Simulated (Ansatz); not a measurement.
## How far is this AlN from the hull?

Method: Ansatz 0.2.0, DFT PBE, scalar-relativistic, plane waves, PAW. Settings: cutoff 420 eV, Γ-centred meshes spaced at most about 0.3 Å⁻¹ (2π included), Gaussian smearing. No spin polarisation.

Energies over the elements count from the elements' standard structures at the same level (N₂ as a molecule), with no fitted energy shifts.

All energies are static (0 K, no zero-point motion).

The competitors are the elements and 1 reference phase of this chemical system (from databases or known types: AlN), relaxed at the same level; other known phases may be missing.

The candidate was reached from: 4-connected net, two elements alternating.

```
Al N
1.0
     3.11818    0.00000    0.00000
    -1.55909    2.70042    0.00000
     0.00000    0.00000   15.19836
Al N
6 6
Direct
  0.00000 0.00000 0.18764
  0.00000 0.00000 0.68764
  0.33333 0.66667 0.52055
  0.66667 0.33333 0.02055
  0.33333 0.66667 0.85340
  0.66667 0.33333 0.35340
  0.00000 0.00000 0.31279
  0.00000 0.00000 0.81279
  0.33333 0.66667 0.97926
  0.66667 0.33333 0.47926
  0.33333 0.66667 0.64637
  0.66667 0.33333 0.14637
```

Q: Is it stable, and against what?

A: Not the lowest form: another structure of the same formula lies lower. Its formation energy is -1.354 eV/atom. The lowest competing phase at this composition is this:

```csv
phase,space group,source,share of atoms,ΔE_f (eV/atom)
AlN,P6_3mc (No. 186),COD,1.0000,-1.368
```

The candidate lies 14 meV/atom above this phase (15 meV/atom from unrounded values). The candidate matches no cell in the subsets of the Crystallography Open Database and the Materials Project at hand. Such a margin is small enough for a metastable phase. Checks: no imaginary mode on a 3×3×1 q mesh.
